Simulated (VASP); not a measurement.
Input of a VASP 6.6.1 run:

File INCAR:

```
SYSTEM = Al
PREC = Accurate ; ENCUT = 600
EDIFF = 1E-7 ; ISMEAR = 1
SIGMA = 0.1 ; LREAL = .False.
LASPH = .True. ; NELM = 80
ALGO = Normal ; ISIF = 3
LWAVE = .False. ; LCHARG = .False.
METAGGA = R2SCAN ; LMIXTAU = .True.
IBRION = 2 ; NSW = 90
EDIFFG = -0.005
```

The input KPOINTS:

```
Automatic mesh
0
Gamma
  16 16 16
  0 0 0
```

The input POSCAR:

```
Al                                      
1.0
    0.0000000000      1.9943126525      1.9943126525
    1.9943126525     -0.0000000000      1.9943126525
    1.9943126525      1.9943126525      0.0000000000
  Al            
     1
Direct
     0.0000000000000000    0.0000000000000000    0.0000000000000000
```

Potentials or basis: VASP PAW PBE potentials, release 64 (Al).

Run with:

```bash
$ cat potpaw_PBE.64/Al/POTCAR > POTCAR
$ mpirun -np 1 vasp_std > vasp.out
```

(1) Estimate the band gap on the k mesh.

Results:

(1) none (metal or under the smearing width).

Caveat: the relaxation stopped at its first step, so nothing moved.
